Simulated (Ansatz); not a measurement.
## S: computed properties

These are results of DFT PBEsol, scalar-relativistic, plane waves, PAW in Ansatz, not measurements.

Cutoff 420 eV; k points 6×6×6 on the computed 6-atom cell (Γ-centred); Gaussian smearing, width 0.02 eV; no spin polarisation.

The structure is relaxed at this level of theory with its symmetry kept. This form isn't the element's structure at ambient conditions.

```
S
1.0
     5.20931    3.00760    1.45894
    -5.20931    3.00760    1.45894
     0.00000   -6.01520    1.45894
S
6
Direct
  0.25655 0.14628 0.90551
  0.90551 0.25655 0.14628
  0.14628 0.90551 0.25655
  0.74345 0.85372 0.09449
  0.09449 0.74345 0.85372
  0.85372 0.09449 0.74345
```

(1) Formation energy from the elements' standard states (uncorrected)?

(2) Kohn–Sham band gap?

(3) Löwdin character of the top 1 eV of the valence band?

(4) Löwdin character of the lowest 1 eV of the conduction band?

(5) Electron masses at the edge by Cartesian direction of the standard setting (m_e; degenerate bands sorted by energy; no spin-orbit coupling)?

(6) Hole masses at the edge by Cartesian direction of the standard setting (m_e; degenerate bands sorted by energy; no spin-orbit coupling)?

(7) Bader charges (e)?

Each cell of S holds molecules, and where no dispersion correction was added their binding is poorly described.

Answers

(1) +0.040 eV/atom.

(2) 1.98 eV, indirect from (0.474, -0.495, -0.479) to (0.250, 0.182, -0.271) (the valley at (0.214, -0.214, 0.000) lies within 0.03 eV, so the order isn't resolved).

(3) S 3p 94 %.

(4) S 3p 78 %, S 3s 12 %, unprojected 10 %.

(5) x: 0.92; y: 0.67; z: 1.3.

(6) x: over 30; y: over 30; z: 0.81.

(7) S (6 in the cell) 0.00.

Cost: 8 runs of about 5.3 core-minutes in all, on Arm Neoverse V2 (shared hosts).